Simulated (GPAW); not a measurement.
# Ag (Fm-3m) in GPAW: equation of state

How stiff is Ag in PBEsol, and what volume does it want? The cell is scaled to several volumes.

Program: GPAW 26.7.0. These are calculated values, not measurements. Logs are shortened: lines on timing, memory, paths and dates and some standing lists are left out, and cuts for length are marked. The log counts tension as positive stress, the text compression.

**1. The crystal as given**

Symmetry: Fm-3m, No. 225, cubic system. Conventional cell: a = 4.085 Å, b = 4.085 Å, c = 4.085 Å, α = 90.00°, β = 90.00°, γ = 90.00°. Ag (site symmetry m-3m) is surrounded by 12 Ag at 2.89 Å.

**2. Equation of state, PBEsol**

Input file run.py:

```python
from ase import Atoms
from ase.eos import EquationOfState
from ase.io import Trajectory
from ase.units import GPa
from gpaw import GPAW, PW, setup_paths

setup_paths.insert(0, '.')

atoms = Atoms(['Ag'],
              cell=[[0.0, 2.04275, 2.04275],
                    [2.04275, 0.0, 2.04275],
                    [2.04275, 2.04275, 0.0]],
              scaled_positions=[[0.0, 0.0, 0.0]],
              pbc=True)

traj = Trajectory('eos.traj', 'w')
volumes, energies = [], []
for x in [0.94, 0.96, 0.98, 1.0, 1.02, 1.04, 1.06]:
    a = atoms.copy()
    a.set_cell(atoms.cell * x**(1 / 3), scale_atoms=True)
    calc = GPAW(mode=PW(600),
                xc='PBEsol',
                kpts={'size': (11, 11, 11), 'gamma': True},
                occupations={'name': 'fermi-dirac', 'width': 0.05},
                nbands=18,
                convergence={'density': 1e-05, 'energy': 1e-05},
                maxiter=150,
                txt=f'eos-{x:.2f}.txt')
    a.calc = calc
    energies.append(a.get_potential_energy(force_consistent=True))
    volumes.append(a.get_volume())
    p = -a.get_stress()[:3].mean() / GPa
    calc.write(f'eos-{x:.2f}.gpw')
    traj.write(a)
    print(f'{x:.2f} {volumes[-1]:10.4f} A^3 {energies[-1]:14.6f} eV {p:9.3f} GPa', flush=True)

v0, e0, B = EquationOfState(volumes, energies, eos='birchmurnaghan').fit()
print(f'V0 = {v0:.4f} A^3, E0 = {e0:.6f} eV, B0 = {B / GPa:.2f} GPa')
```

Potentials or basis: PAW data sets generated in the run's folder for this functional, pw.

The run is started by

```sh
$ gpaw-setup -f PBEsol Ag
$ OMP_NUM_THREADS=1 python run.py
```

Output:

```text
__  _  _
 | _ |_)|_||  |
 |__||  | ||/\| - 26.7.0

Input parameters:
  mode=PW(ecut=600.0),
  convergence={'density': 1e-05, 'energy': 1e-05},
  kpts=MonkhorstPack(size=(11, 11, 11), gamma=True),
  maxiter=150,
  nbands=18,
  occupations=Occupations(name='fermi-dirac', width=0.05),
  xc=XC(name='PBEsol')

Diagonalizing LCAO Hamiltonian
Converting LCAO to pw mode

       Ag

Atoms  # Å, Bohr magnetons
|   | symbol |        x |        y |        z |    initial magnetic moments |
|---|--------|----------|----------|----------|-----------------------------|
| 0 |     Ag | 0.000000 | 0.000000 | 0.000000 | ( 0.0000,  0.0000,  0.0000) |

Unit cell  # Å
| periodic |        x |        y |        z |  lengths |    angles |
|----------|----------|----------|----------|----------|-----------|
|      yes | 0.000000 | 2.001050 | 2.001050 | 2.829911 | 60.000000 |
|      yes | 2.001050 | 0.000000 | 2.001050 | 2.829911 | 60.000000 |
|      yes | 2.001050 | 2.001050 | 0.000000 | 2.829911 | 60.000000 |

Number of symmetries: 48
Symmetry operations  # r_c * U_cc + t_c -> r_c
|    | kind |            matrix            |
|----|------|------------------------------|
|  0 |  σ   |  1, 0, 0,  1, 0,-1,  1,-1, 0 |
|  1 |  C2  |  1, 0, 0,  1,-1, 0,  1, 0,-1 |
|  2 |  E   |  1, 0, 0,  0, 1, 0,  0, 0, 1 |
|  3 |  σ   |  1, 0, 0,  0, 0, 1,  0, 1, 0 |
|  4 |  C4  |  1, 0,-1,  1, 0, 0,  1,-1, 0 |
|  5 |  S6  |  1, 0,-1,  1,-1, 0,  1, 0, 0 |
|  6 |  σ   |  1, 0,-1,  0, 1,-1,  0, 0,-1 |
|  7 |  C3  |  1, 0,-1,  0, 0,-1,  0, 1,-1 |
|  8 |  S6  |  1,-1, 0,  1, 0, 0,  1, 0,-1 |
|  9 |  C4  |  1,-1, 0,  1, 0,-1,  1, 0, 0 |
| 10 |  C3  |  1,-1, 0,  0,-1, 1,  0,-1, 0 |
| 11 |  σ   |  1,-1, 0,  0,-1, 0,  0,-1, 1 |
| 12 |  σ   |  0, 1, 0,  1, 0, 0,  0, 0, 1 |
| 13 |  C4  |  0, 1, 0,  0, 1,-1, -1, 1, 0 |
| 14 |  C3  |  0, 1, 0,  0, 0, 1,  1, 0, 0 |
| 15 |  S6  |  0, 1, 0, -1, 1, 0,  0, 1,-1 |
| 16 |  C2  |  0, 1,-1,  1, 0,-1,  0, 0,-1 |
| 17 |  σ   |  0, 1,-1,  0, 1, 0, -1, 1, 0 |
| 18 |  S4  |  0, 1,-1,  0, 0,-1,  1, 0,-1 |
| 19 |  C4  |  0, 1,-1, -1, 1, 0,  0, 1, 0 |
| 20 |  C3  |  0, 0, 1,  1, 0, 0,  0, 1, 0 |
| 21 |  σ   |  0, 0, 1,  0, 1, 0,  1, 0, 0 |
| 22 |  S6  |  0, 0, 1,  0,-1, 1, -1, 0, 1 |
| 23 |  C4  |  0, 0, 1, -1, 0, 1,  0,-1, 1 |
| 24 |  S4  |  0, 0,-1,  1, 0,-1,  0, 1,-1 |
| 25 |  C3  |  0, 0,-1,  0, 1,-1,  1, 0,-1 |
| 26 |  C2  |  0, 0,-1,  0,-1, 0, -1, 0, 0 |
| 27 |  S6  |  0, 0,-1, -1, 0, 0,  0,-1, 0 |
| 28 |  S4  |  0,-1, 1,  1,-1, 0,  0,-1, 0 |
| 29 |  C4  |  0,-1, 1,  0, 0, 1, -1, 0, 1 |
| 30 |  C2  |  0,-1, 1,  0,-1, 0,  1,-1, 0 |
| 31 |  σ   |  0,-1, 1, -1, 0, 1,  0, 0, 1 |
| 32 |  C3  |  0,-1, 0,  1,-1, 0,  0,-1, 1 |
| 33 |  S6  |  0,-1, 0,  0, 0,-1, -1, 0, 0 |
| 34 |  S4  |  0,-1, 0,  0,-1, 1,  1,-1, 0 |
| 35 |  C2  |  0,-1, 0, -1, 0, 0,  0, 0,-1 |
| 36 |  C2  | -1, 1, 0,  0, 1, 0,  0, 1,-1 |
| 37 |  S6  | -1, 1, 0,  0, 1,-1,  0, 1, 0 |
| 38 |  S4  | -1, 1, 0, -1, 0, 1, -1, 0, 0 |
| 39 |  C3  | -1, 1, 0, -1, 0, 0, -1, 0, 1 |
| 40 |  S6  | -1, 0, 1,  0, 0, 1,  0,-1, 1 |
| 41 |  C2  | -1, 0, 1,  0,-1, 1,  0, 0, 1 |
| 42 |  C3  | -1, 0, 1, -1, 1, 0, -1, 0, 0 |
| 43 |  S4  | -1, 0, 1, -1, 0, 0, -1, 1, 0 |
| 44 |  C2  | -1, 0, 0,  0, 0,-1,  0,-1, 0 |
| 45 |  i   | -1, 0, 0,  0,-1, 0,  0, 0,-1 |
| 46 |  σ   | -1, 0, 0, -1, 1, 0, -1, 0, 1 |
| 47 |  C2  | -1, 0, 0, -1, 0, 1, -1, 1, 0 |

BZ-sampling:
  Number of BZ points: 1331
  Number of IBZ points: 56

  Monkhorst-Pack size: [11, 11, 11]
  Monkhorst-Pack shift: [0, 0, 0]

K-points  # in reciprocal-cell coordinates
|     |                                coordinates |     weight |
|-----|--------------------------------------------|------------|
|   0 | (  0.00000000,   0.00000000,   0.00000000) | 0.00075131 |
|   1 | (  0.09090909,   0.09090909,   0.00000000) | 0.00450789 |
|   2 | (  0.09090909,   0.09090909,   0.09090909) | 0.00601052 |
|   3 | (  0.18181818,   0.09090909,   0.09090909) | 0.00901578 |
|   4 | (  0.18181818,   0.18181818,   0.00000000) | 0.00450789 |
|   5 | (  0.18181818,   0.18181818,   0.09090909) | 0.01803156 |
|   6 | (  0.18181818,   0.18181818,   0.18181818) | 0.00601052 |
|   7 | (  0.27272727,   0.18181818,   0.09090909) | 0.01803156 |
|   8 | (  0.27272727,   0.18181818,   0.18181818) | 0.01803156 |
|   9 | (  0.27272727,   0.27272727,   0.00000000) | 0.00450789 |
| ... |                                            |            |
|  55 | (  0.45454545,   0.45454545,   0.45454545) | 0.00601052 |

Plane wave coefficients: 543
Cutoff: 600.0 eV

Spin-components: 1 (collinear spins)
Bands:           18
Projectors:      6
Spin-degeneracy: 2
Datatype:        complex128

Parallelization:
  kpt:    1
  domain: 1
  band:   1

Density:
  Valence electrons: 17.0
  Components: 1
  Grid points: [16 16 16]
  Charge: 0.0  # |e|

Potential:
  Grid points: [16 16 16]

species:
  Ag:
    name:    Silver
    Z:       47.0
    valence: 17
    core:    30
    charge:  0.0  # [|e|]
    compensation charges:
      type: gauss
      rc: 0.40  # [Å]
      lmax: 2
    cutoffs:
      filter: 2.35  # [Å]
      core: 2.19  # [Å]
    projectors
    | kind |    occ | energy [eV] | rcut [Å] |
    |------|--------|-------------|----------|
    |   5s |  1.000 |      -4.417 |    1.286 |
    |   4p |  6.000 |     -58.524 |    1.328 |
    |   5p |  0.000 |      -0.670 |    1.328 |
    |   4d | 10.000 |      -7.455 |    1.180 |
    |    s |        |      22.795 |    1.286 |
    |    d |        |      19.756 |    1.180 |

    Using partial waves for Ag as LCAO basis

Reference energy: -144528.967577  # eV

eigensolver:
  PPCG
  Converge bands: occupied
  niter=2

density mixing:
  MSR1-Mixer
  Pratt-step length: 0.05
  Maximum mixing coefficient: 0.75
  Old densities: 10
  SVD Regularization: 0.005
  Good broyden scale: 1.0
  Trust region scale: 1.0
  Backstep threshold: 4.0
  History deletion threshold: 6.0
  Fourier metric: weight=20.0, sigma=0.015

occupation numbers:
  Fermi-Dirac:
    width: 0.0500  # eV

poisson solver:
  ecut: 4800.0  # eV

xc functional:
  name: PBEsol with 2 nearest neighbor stencil

convergence criteria:
- Maximum integral of absolute [dens]ity change: 1e-05 electrons / valence electron
- Maximum [total energy] change in last 3 cyles: 1e-05 eV / valence electron
- Maximum integral of absolute [eigenst]ate change: 4e-08 eV^2 / valence electron
maximum number of iterations: 150

SCF iterations
|iter     | |      energy | eigst |  dens |
|---------|-|-------------|-------|-------|
|iter:   1| |   -3.767679 | -0.53 |       |
|iter:   2| |   -3.689862 | -3.49 | -1.27 |
|iter:   3| |   -3.452515 | -3.14 | -1.33 |
|iter:   4| |   -3.448502 | -4.16 | -2.12 |
|iter:   5| |   -3.447346 | -4.31 | -2.39 |
|iter:   6| |   -3.447351 | -6.87 | -3.92 |
|iter:   7| |   -3.447352c| -7.19 | -4.19 |
|iter:   8| |   -3.447352c| -8.45c| -5.15c|

Converged in 8 steps
Energy contributions relative to reference atoms: (reference = -144528.967577)

Energy contributions:
  Kinetic:          -0.902576
  Coulomb:          -0.041955
  Zero:              0.179468
  External:          0.000000
  Xc:               -2.681399
  Entropy:          -0.001780
  Spinorbit:         0.000000
  ----------------------------
  Free energy:      -3.448242
  Extrapolated:     -3.447352

dipole moment: (-12.571583, -12.571583, -12.571583)  # |e|*Ang

Fermi level: 9.119
Eigenvalues  # (at kpt = [0.000, 0.000, 0.000])
| band index |      eig [eV] | occ [0-2] |
|------------|---------------|-----------|
|          0 |       -46.483 |     2.000 |
|          1 |       -46.483 |     2.000 |
|          2 |       -46.483 |     2.000 |
|          3 |         0.637 |     2.000 |
|          4 |         3.970 |     2.000 |
|          5 |         3.970 |     2.000 |
[... 10 lines left out ...]
|         16 |        35.210 |     0.000 |
|         17 |        41.018 |     0.000 |

No gap
No difference between direct/indirect transitions

Stress tensor  # eV/Ang^3
|         x |         y |         z |
|-----------|-----------|-----------|
| -0.030173 | -0.000000 | -0.000000 |
| -0.000000 | -0.030173 |  0.000000 |
| -0.000000 |  0.000000 | -0.030173 |

# Writing to eos-0.94.gpw (mode='')
```

Run time: 72 s. Hardware: 1 thread of Arm Neoverse V2, shared host; peak memory 0.2 GiB.

What came out:

```yaml
Equilibrium_volume: 16.61 Å³/atom
Bulk_modulus: 119 GPa
Pressure_derivative_of_the_bulk_modulus: 5.7
```

Energy against volume, from the lowest point:
| volume (Å³/atom) | energy (meV/atom) |
| --- | --- |
| 16.025 | 8.26 |
| 16.366 | 1.29 |
| 16.707 | 0.00 |
| 17.048 | 3.78 |
| 17.389 | 11.95 |
| 17.730 | 23.91 |
| 18.071 | 39.13 |
